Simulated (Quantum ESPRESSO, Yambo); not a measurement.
An input for Yambo 5.3.0 (InP (F-43m)):

```
HF_and_locXC
gw0
dyson
cohsex
em1s
rim_cut
RandQpts= 1000000
RandGvec= 1 RL
EXXRLvcs= 62 Ry
VXCRLvcs= 248 Ry
Chimod= "HARTREE"
% BndsRnXs
 1 | 140 |
%
NGsBlkXs= 10.5 Ry
% LongDrXs
 1 | 1 | 1 |
%
% GbndRnge
 1 | 140 |
%
DysSolver= "n"
ExtendOut
% QPkrange
 1 | 1 | 8 | 11 |
%
```

The database entry behind the starting cell differs from later determinations by our own check (0.1 to 0.3 % short, probably kX units), so it need not match the best structure at ambient conditions.

```sh
OMP_NUM_THREADS=1 mpirun -n 4 yambo -F gw4.in -J gw4 -C gw4 > gw4.log
```

The stored states that it reads are on a 4×4×4 mesh. It takes space group F-43m (No. 216, cubic). Conventional cell: a = 5.861 Å, b = 5.861 Å, c = 5.861 Å, α = 90.00°, β = 90.00°, γ = 90.00°. Nearest to In lie 4 P at 2.54 Å. Nearest to P lie 4 In at 2.54 Å. Farther neighbours are not listed.

Q: Estimate wall time and host memory on 4 MPI ranks of Arm Neoverse V1, shared host.

It took 37 s; on shared hardware allow 18 s to 73 s. Peak host memory was 1.4 GiB.

The screening grows as filled bands × empty bands × pairs of k points, times the square of the screening basis for the matrix.

[Paths, hosts, dates, memory and timing lines, banners, echoed tables and standing remarks are left out of the program output.]

[Logs are printed without paths, hosts, clocks, repeated set-up lines and the standing remarks that a program may print on its own settings, such as how far it seeks lower states.]

[Runs of the session that timed out or met a known fault of the program may be left out.]

[Hosts, paths, dates, database ids (printed as entryN), source tags and the programs' standing remarks are cut or masked in the printed files.]
